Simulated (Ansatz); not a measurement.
Runs of Ansatz 0.2.0 on CuO. The structure is monoclinic, space group Cc (No. 9). The conventional cell has a = 4.689 Å, b = 3.427 Å, c = 5.132 Å, α = 90.00°, β = 99.65°, γ = 90.00°. Around Cu (site symmetry 1) lie 4 O at 1.91 to 2.02 Å. Around O (site symmetry 1) lie 4 Cu at 1.91 to 2.02 Å. 

```tsv
task	level	potentials or basis	U	cell	k mesh	cutoff (eV)	points for each segment of the path	hubbard projectors	double counting	mesh quality	gap on the mesh (eV)	pressure (GPa)	V0 of scaled cells (Å³/atom)	relaxed volume (Å³/atom)	B0 (GPa)	largest force (eV/Å)
relaxation of cell and atoms	RPBE	Ansatz PAW	-	relaxed	10 × 10 × 5	420	-	-	-	not flagged	none	0.0	-	11.61	-	-
equation of state	r2SCAN	Ansatz PAW	-	as given	10 × 10 × 5	500	-	-	-	not flagged	-	-	10.09	-	(b)	-
relaxation of cell and atoms	PBEsol+D3(BJ)	Ansatz PAW	-	relaxed	10 × 10 × 5	420	-	-	-	not flagged	none	0.0	-	10.43	-	-
equation of state	PBE	Ansatz NC	-	as given	10 × 10 × 5	1252	-	-	-	not flagged	-	-	10.50	-	161	-
relaxation of cell and atoms	LDA	Ansatz PAW	-	relaxed	10 × 10 × 5	420	-	-	-	not flagged	none	0.0	-	10.27	-	-
band structure	PBEsol+U	Ansatz PAW	Cu d U = 4.5 eV	as given	10 × 10 × 5	420	14	ortho-atomic (the default)	fll (the default)	not flagged	none	-0.6	-	-	-	0.78
single point	PBE	Ansatz PAW	-	as given	3 × 3 × 2	420	-	-	-	coarse	none	(a)	-	-	-	0.83
band structure	PBE	Ansatz PAW	-	as given	10 × 10 × 5	420	14	-	-	not flagged	none	5.7	-	-	-	0.76
```

Alike in all rows: no spin polarisation; smearing fermi-dirac 0.05 eV.

Question: Fill in the values left out.

Answer: (a) 5.5; (b) 186.

Caveats: some runs use coarse meshes; the run has no spin polarisation, though such a crystal can be magnetic; semilocal functionals often make such compounds metallic where correlation or magnetic order opens a gap, which also shifts bond lengths (some runs); the PAW data sets come from PBE, with cores solved anew for the run's functional, which leaves a small shift of forces and pressure (some runs); the plane-wave basis is chosen anew once the cell has moved, so the energies of steps on either side of that aren't comparable (some runs); the cell was scaled at fixed shape and fractional positions, which overstates the stiffness of a crystal with free parameters, most of all of layers and chains (some runs); the volume moved by +14 % from the deposited cell, more than functionals usually miss (some runs); the PAW data sets were made with another functional, which shifts forces and pressure a little (some runs).

A gap of «none» marks a metal or a gap under the smearing width.
